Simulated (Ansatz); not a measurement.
PbS (space group Cmcm) relaxed with several functionals in Ansatz (plane waves to 420 eV, scalar-relativistic PAW, no spin-orbit coupling, symmetry kept). The database cell has 26.66 Å³/atom; its temperature or method isn't stated, so the comparison with it is no error of the functional. No moments.

| functional | conventional cell | V (Å³/atom) | against the database cell (%) | gap on mesh (eV) | largest moment (μB) |
| --- | --- | --- | --- | --- | --- |
| PBE+D3(BJ) | a = 4.111 Å, b = 11.634 Å, c = 4.268 Å, α = 90.00°, β = 90.00°, γ = 90.00° | 25.52 | -4.3 | 1.22 | 0.00 |
| LDA | a = 4.058 Å, b = 11.409 Å, c = 4.193 Å, α = 90.00°, β = 90.00°, γ = 90.00° | 24.27 | -9.0 | 0.97 | 0.00 |
| PBE | a = 4.193 Å, b = 12.241 Å, c = 4.295 Å, α = 90.00°, β = 90.00°, γ = 90.00° | 27.56 | 3.3 | 1.29 | 0.00 |

An atom lies near a switch of its D3 coefficient C6 between reference coordination numbers, so the dispersion energy changes steeply there and can make or shift the minimum.

This form isn't the usual stable structure of the compound.

Cost: 3 runs of about 4.1 core-minutes in all, on Arm Neoverse V2 (shared hosts).